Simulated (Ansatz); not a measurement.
Program: Ansatz. Geometries: PBE0-D4/def2-TZVP. ΔE: electronic, gas phase. CCSD(T)/CBS is the MP2 limit (def2-TZVPP, def2-QZVPP) plus CCSD(T) − MP2 in def2-TZVPP, frozen cores. This one scheme is used for every species. DFT in def2-TZVPP. For Ge outer-core shells are correlated without core-valence functions, which leaves a few kJ/mol of doubt a bond. Scalar relativity is left out up to krypton. Each species was taken in one conformer, which may not be the lowest.

`N[SiH2][GeH3]` + `CC(=O)O` → `CC(=O)[O][GeH3]` + `N[SiH3]`  (cleavage of the Ge–Si bond)

```
         level  ΔE (kcal/mol)
       BLYP-D4           -4.2
    r2SCANh-D4           -3.4
        revPBE           -0.4
        r2SCAN           -3.4
       r2SCANh           -3.3
     CAM-B3LYP           -5.4
 HF/def2-QZVPP           -9.2
MP2/def2-QZVPP           -6.1
```

What does CCSD(T)/CBS give? (Best estimate.)

Ansatz gave: -4.5 kcal/mol. The listed levels differ from it by 0.3, 1.1, 4.1, 1.1, 1.2, -0.9, -4.7, -1.6 kcal/mol.

Largest T1 diagnostic among the species: 0.015.

In def2-TZVPP, CCSD(T) changes the Hartree–Fock value by +3.1 kcal/mol (the triples alone add −0.1 kcal/mol) and MP2 by +2.2 kcal/mol. At CCSD(T), def2-SVP lies −2.2 kcal/mol from the extrapolated value and def2-TZVPP −1.2 kcal/mol.

CCSD(T)/CBS has its own doubt, a few kJ/mol and more with outer-core shells, so smaller differences from it don't rank the levels.
